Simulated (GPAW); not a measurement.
CdTe:

```
CELL_PARAMETERS angstrom
0.00000 3.20500 3.20500
3.20500 0.00000 3.20500
3.20500 3.20500 0.00000
ATOMIC_POSITIONS crystal
Te 0.75000 0.75000 0.75000
Cd 0.00000 0.00000 0.00000
```

Program: GPAW 26.7.0. Alike in all runs: task band structure; cell as given; k mesh 6 × 6 × 6; cutoff (eV) 600; smearing fermi-dirac 0.05 eV.

Order these runs on this cell by their pressure, lowest first.
A. level PBE; potentials or basis JTH PAW 2.0, PBE, pw; spin off; data set Cd jth, Te jth
B. level AM05; potentials or basis PAW data sets generated in the run's folder for this functional, pw; spin SOC, no magnetisation; spin axis theta (degrees) 90; spin axis phi (degrees) 0; soc after scf second variation
C. level LDA; potentials or basis JTH PAW 2.0, LDA, pw; spin off; data set Cd jth, Te jth

C (0.1 GPa), B (1.8 GPa), A (4.4 GPa).

Caveats: the program truncates these outside data sets (some runs); spin-orbit coupling was added after a scalar SCF, so levels and gaps hold it while energy, forces, pressure and moments don't (some runs).
